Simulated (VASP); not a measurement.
# In in VASP: further runs

One slab, In, is run at these levels: PBE; tasks: single point.

Program: VASP 6.6.1. These are calculated values, not measurements. Logs are shortened: lines on timing, memory, paths and dates and some standing lists are left out, and cuts for length are marked.

**1. Starting point**

The cell holds a slab with vacuum, 3 atoms: a = 3.335 Å, b = 3.335 Å, c = 11.509 Å, α = 90.00°, β = 90.00°, γ = 120.00°.

The slab is cut from a database's or a generator's crystal, which needn't be the stable form of the element.

**2. Single point, PBE**

Input file INCAR:

```
SYSTEM = In
PREC     = Accurate       ! precision mode
ENCUT    = 460            ! plane-wave cutoff, eV
EDIFF    = 1E-7           ! SCF threshold, eV
ISMEAR   = 1              ! smearing method
SIGMA    = 0.1            ! smearing width, eV
LREAL    = .FALSE.        ! projectors in reciprocal space
LASPH    = .TRUE.         ! aspherical terms in the spheres
NELM     = 120            ! most SCF steps
ALGO     = Normal         ! electronic algorithm
ISIF     = 2              ! what is computed and relaxed
LWAVE    = .FALSE.        ! write WAVECAR
LCHARG   = .FALSE.        ! write CHGCAR
GGA      = PE             ! functional
NBANDS   = 30             ! bands
LVHAR    = .TRUE.       
LVACPOTAV= .TRUE.       
IDIPOL   = 3
```

Input file KPOINTS:

```
regular mesh
0
G
  14 14 1
  0 0 0
```

Input file POSCAR:

```
In
1.0
    3.3354847820      0.0000000000      0.0000000000
   -1.6677423910      2.8886145552      0.0000000000
    0.0000000000      0.0000000000     11.5091429200
In
3
Direct
    0.3333333300      0.6666666600      0.2606623291
    0.6666666700      0.3333333400      0.5000000000
    0.3333333300      0.6666666600      0.7393376709
```

Potentials or basis: VASP PAW PBE potentials, release 64 (In_d).

The run is started by

```
cat potpaw_PBE.64/In_d/POTCAR > POTCAR
mpirun -np 1 vasp_std > vasp.out
```

OUTCAR:

```text
SYSTEM = In
   PREC = Accurate
   ENCUT = 460
   EDIFF = 1E-7
   ISMEAR = 1
   LREAL = .FALSE.
   LASPH = .TRUE.
   NELM = 120
   ISIF = 2
   GGA = PE

 Found     24 irreducible k-points:

 Following reciprocal coordinates:
            Coordinates               Weight
  0.000000  0.000000  0.000000      1.000000
  0.071429  0.000000  0.000000      6.000000
  0.142857  0.000000  0.000000      6.000000
  0.214286  0.000000  0.000000      6.000000
  0.285714  0.000000  0.000000      6.000000
  0.357143  0.000000  0.000000      6.000000
   k-points           NKPTS =     24   k-points in BZ     NKDIM =     24   number of bands    NBANDS=     30
   number of dos      NEDOS =    301   number of ions     NIONS =      3
   total plane-waves  NPLWV =  48384
   dimension x,y,z NGX =    24 NGY =   24 NGZ =   84
   dimension x,y,z NGXF=    48 NGYF=   48 NGZF=  168
   ions per type =               3
   NGX,Y,Z   is equivalent  to a cutoff of  11.96, 11.96, 12.13 a.u.
   NGXF,Y,Z  is equivalent  to a cutoff of  23.92, 23.92, 24.27 a.u.
 SYSTEM =  In
   PREC   = accura    normal or accurate (medium, high low for compatibility)
   ISTART =      0    job   : 0-new  1-cont  2-samecut
   ICHARG =      2    charge: 1-file 2-atom 10-const
   ISPIN  =      1    spin polarized calculation?
   LNONCOLLINEAR =      F non collinear calculations
   LSORBIT =      F    spin-orbit coupling
   LASPH  =      T    aspherical Exc in radial PAW
   ENCUT  =  460.0 eV  33.81 Ry    5.81 a.u.   5.83  5.83 20.13*2*pi/ulx,y,z
   NELM   =    120;   NELMIN=  2; NELMDL= -5     # of ELM steps
   EDIFF  = 0.1E-06   stopping-criterion for ELM
   LREAL  =      F    real-space projection
   EDIFFG = 0.1E-05   stopping-criterion for IOM
   NSW    =      0    number of steps for IOM
   IBRION =     -1    ionic relax: 0-MD 1-quasi-New 2-CG
   NFREE  =      0    steps in history (QN), initial steepest desc. (CG)
   ISIF   =      2    stress and relaxation
   ISYM   =      2    0-nonsym 1-usesym 2-fastsym
   POTIM  = 0.5000    time-step for ionic-motion
   TEBEG  =    0.0;   TEEND  =   0.0 temperature during run
   PSTRESS=    0.0 pullay stress
   NELECT =      39.0000    total number of electrons
   NUPDOWN=      -1.0000    fix difference up-down
   EMIN   =  10.00;   EMAX   =-10.00  energy-range for DOS
   EFERMI =   0.00;   METHOD = LEGACY
   ISMEAR =     1;   SIGMA  =   0.10  broadening in eV -4-tet -1-fermi 0-gaus
   EFERMI_NEDOS =   21; number of points for ismear=-14 and -15
   IALGO  =     38    algorithm
   IMIX   =      4    mixing-type and parameters
     AMIX     =   0.40;   BMIX     =  1.00
     AMIX_MAG =   1.60;   BMIX_MAG =  1.00
  volume/ion in A,a.u.               =      36.96       249.44
  Fermi-wavevector in a.u.,A,eV,Ry     =   1.155578  2.183725 18.168676  1.335360
  Thomas-Fermi vector in A             =   2.292205
   LORBIT       =      0    0 simple, 1 ext, 2 COOP (PROOUT), +10 PAW based schemes
   GGA     = PE    functional components
   LHFCALC =     F    Hartree Fock is set to
   AEXX    =    0.0000 exact exchange contribution
   IVDW    =     0    specifies the selected vdW correction
   LEPSILON=     F    determine dielectric tensor
   LRPA    =     F    only Hartree local field effects (RPA)
 non-spin polarized calculation
 Methfessel and Paxton  Order N= 1 SIGMA  =   0.10
  energy-cutoff  :      460.00
  volume of cell :      110.89
 maximum number of plane-waves:      2502
 NGX is ok and might be reduce to    24
   NGX = 11   NGY = 11   NGZ = 41

 number of electron      38.9999969 magnetization

 Free energy of the ion-electron system (eV)
  ---------------------------------------------------
  ext. energy  EPLUGINS =         0.00000000
  ---------------------------------------------------
  free energy    TOTEN  =        -7.28740405 eV

  energy without entropy =       -7.28811744  energy(sigma->0) =       -7.28764184

 E-fermi :   4.3534     XC(G=0):  -8.1567

 val. band max:        4.2924683979   @ k =   0.2857   0.0714   0.0000
 cond. band min:       4.3651872588   @ k =   0.3571   0.2857   0.0000
 fundamental gap:      0.0727188609
 Fermi energy:         4.3533862565

 k-point     1 :       0.0000    0.0000    0.0000
  band No.  band energies     occupation
      1     -10.3831      2.00000
      2     -10.3696      2.00000
      3     -10.3317      2.00000
      4     -10.3030      2.00000
      5     -10.3030      2.00000
      6     -10.2987      2.00000
[... 22 lines left out ...]
     29      15.3758      0.00000
     30      15.8734      0.00000

 k-point     2 :       0.0714    0.0000    0.0000
  band No.  band energies     occupation
      1     -10.3764      2.00000
      2     -10.3629      2.00000
      3     -10.3294      2.00000
      4     -10.3034      2.00000
      5     -10.3012      2.00000
      6     -10.2895      2.00000
[... 22 lines left out ...]
     29      15.1117      0.00000
     30      15.3357      0.00000

 k-point     3 :       0.1429    0.0000    0.0000
  band No.  band energies     occupation
      1     -10.3751      2.00000
      2     -10.3555      2.00000
      3     -10.3206      2.00000
      4     -10.3049      2.00000
      5     -10.3001      2.00000
      6     -10.2640      2.00000
[... 22 lines left out ...]
     29      14.2652      0.00000
     30      14.6395      0.00000

 k-point     4 :       0.2143    0.0000    0.0000
  band No.  band energies     occupation
      1     -10.3987      2.00000
      2     -10.3680      2.00000
      3     -10.3232      2.00000
      4     -10.2933      2.00000
      5     -10.2920      2.00000
      6     -10.2388      2.00000
[... 22 lines left out ...]
     29      13.5324      0.00000
     30      13.9320      0.00000

 k-point     5 :       0.2857    0.0000    0.0000
  band No.  band energies     occupation
      1     -10.4303      2.00000
      2     -10.3905      2.00000
      3     -10.3420      2.00000
      4     -10.3147      2.00000
      5     -10.2943      2.00000
      6     -10.2387      2.00000
[... 22 lines left out ...]
     29      12.7366      0.00000
     30      12.8136      0.00000

 k-point     6 :       0.3571    0.0000    0.0000
  band No.  band energies     occupation
      1     -10.4592      2.00000
      2     -10.4116      2.00000
      3     -10.3599      2.00000
      4     -10.3513      2.00000
      5     -10.3197      2.00000
      6     -10.2509      2.00000
[... 22 lines left out ...]
     29      12.2474      0.00000
     30      12.4332      0.00000

 [... further k-points ...]

------------------------ aborting loop because EDIFF is reached ----------------------------------------

 dipolmoment           0.000000      0.000000      0.000000 electrons x Angstroem

  FORCE on cell =-STRESS in cart. coord.  units (eV):
  Direction    XX          YY          ZZ          XY          YZ          ZX
  --------------------------------------------------------------------------------------
  -------------------------------------------------------------------------------------
  Total       -0.5866426     -0.5866426      0.8610294      0.0000000      0.0000000      0.0000000
  in kB       -8.4760328     -8.4760328     12.4404769      0.0000000      0.0000000      0.0000000
  external PRESSURE =      -1.5038629 kB  Pullay stress =       0.0000000 kB

 VOLUME and BASIS-vectors are now :
 -----------------------------------------------------------------------------
  energy-cutoff  :      460.00
  volume of cell :      110.89
      direct lattice vectors                 reciprocal lattice vectors
     3.335484782  0.000000000  0.000000000     0.299806495  0.173093360  0.000000000
    -1.667742391  2.888614555  0.000000000     0.000000000  0.346186721  0.000000000
     0.000000000  0.000000000 11.509142920     0.000000000  0.000000000  0.086887443

 POSITION                                       TOTAL-FORCE (eV/Angst)
 -----------------------------------------------------------------------------------
      0.00000      1.92574      3.00000         0.000000     -0.000000     -0.040913
      1.66774      0.96287      5.75457        -0.000000     -0.000000     -0.000000
      0.00000      1.92574      8.50914         0.000000      0.000000      0.040913
 -----------------------------------------------------------------------------------
    total drift:                               -0.000000      0.000008      0.000000

  FREE ENERGIE OF THE ION-ELECTRON SYSTEM (eV)
  ---------------------------------------------------
  free  energy   TOTEN  =        -7.2874040469 eV

  energy  without entropy=       -7.2881174359  energy(sigma->0) =       -7.28764184
```

OSZICAR:

```text
N       E                     dE             d eps       ncg     rms          rms(c)
DAV:   1     0.356286062383E+03    0.35629E+03   -0.17371E+04  1440   0.148E+03
DAV:   2     0.288334095735E+02   -0.32745E+03   -0.32014E+03  1446   0.384E+02
DAV:   3    -0.599688609689E+01   -0.34830E+02   -0.34550E+02  1724   0.144E+02
DAV:   4    -0.736460281871E+01   -0.13677E+01   -0.13666E+01  1716   0.335E+01
DAV:   5    -0.743106293984E+01   -0.66460E-01   -0.66453E-01  2346   0.620E+00    0.361E+00
DAV:   6    -0.730801772615E+01    0.12305E+00   -0.23176E-01  1750   0.605E+00    0.194E+00
DAV:   7    -0.728601577204E+01    0.22002E-01   -0.17187E-01  1754   0.526E+00    0.465E-01
DAV:   8    -0.728537902581E+01    0.63675E-03   -0.14651E-02  1870   0.222E+00    0.303E-01
DAV:   9    -0.728654530216E+01   -0.11663E-02   -0.55144E-03  1544   0.757E-01    0.996E-02
DAV:  10    -0.728719250683E+01   -0.64720E-03   -0.12697E-03  1574   0.267E-01    0.709E-02
DAV:  11    -0.728741542088E+01   -0.22291E-03   -0.66005E-04  1716   0.194E-01    0.292E-02
DAV:  12    -0.728740605585E+01    0.93650E-05   -0.59806E-05  1846   0.498E-02    0.166E-02
DAV:  13    -0.728740523324E+01    0.82261E-06   -0.58779E-06  2152   0.207E-02    0.149E-02
DAV:  14    -0.728740392126E+01    0.13120E-05   -0.68660E-07  1614   0.193E-02    0.852E-03
DAV:  15    -0.728740411255E+01   -0.19128E-06   -0.11763E-06  1548   0.236E-02    0.912E-03
DAV:  16    -0.728740404690E+01    0.65646E-07   -0.38736E-07  1596   0.124E-02
   1 F= -.72874040E+01 E0= -.72876418E+01  d E =0.713389E-03
```

stdout:

```text
POSCAR found type information on POSCAR In
 POSCAR found :  1 types and       3 ions
 scaLAPACK will be used
 LDA part: xc-table for (Slater+PW92), standard interpolation
 POSCAR, INCAR and KPOINTS ok, starting setup
 FFT: planning ... GRIDC
 FFT: planning ... GRID_SOFT
 FFT: planning ... GRID
 WAVECAR not read
 entering main loop
```

It took 47 s on 1 thread of Intel Xeon Platinum 8375C at 2.90GHz (Ice Lake), shared host; peak memory 0.22 GiB.

These settings aren't checked as converged: the numbers below hold their error.

Results:

* Free energy: -7.2874 eV
* Largest force: 0.041 eV/Å
* Band gap on the k mesh: none (metal or under the smearing width)

[end of part 1 of 2]
